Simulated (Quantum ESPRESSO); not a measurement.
## Ge: equation of state with PBEsol

Ge:

```
Ge
1.0
    -2.57449    2.57449    1.39741
     2.57449   -2.57449    1.39741
     2.57449    2.57449   -1.39741
Ge
2
Direct
  0.50000 0.50000 0.00000
  0.25000 0.75000 0.50000
```

This isn't the form of Ge at room conditions, which is diamond.

```yaml
Program: Quantum ESPRESSO 7.5
Task: equation of state
Functional: PBEsol
Potentials_or_basis: GBRV 1.5 PBEsol
Cutoff: 612 eV
Density_cutoff: 4898 eV
k_mesh: 11 × 11 × 11
Occupations: fermi-dirac, width 0.05 eV
Spin: no spin polarisation
```

| Quantity | Value |
| --- | --- |
| Equilibrium volume | 18.37 Å³/atom |
| Bulk modulus at fixed shape and positions | 79 GPa |
| Pressure derivative of the bulk modulus | 4.3 |

Energy against volume, from the lowest point:
```tsv
volume (Å³/atom)	energy (meV/atom)
17.413	13.08
17.783	4.52
18.154	0.31
18.524	0.00
18.895	3.20
19.265	9.55
19.636	18.74
```

All runs of the series together: 3.9 min on 2 threads of Intel(R) Xeon(R) Processor @ 2.70GHz, with other jobs on the host.

Caveat: the cell was scaled at fixed shape and fractional positions, which overstates the stiffness of a crystal with free parameters, most of all of layers and chains.
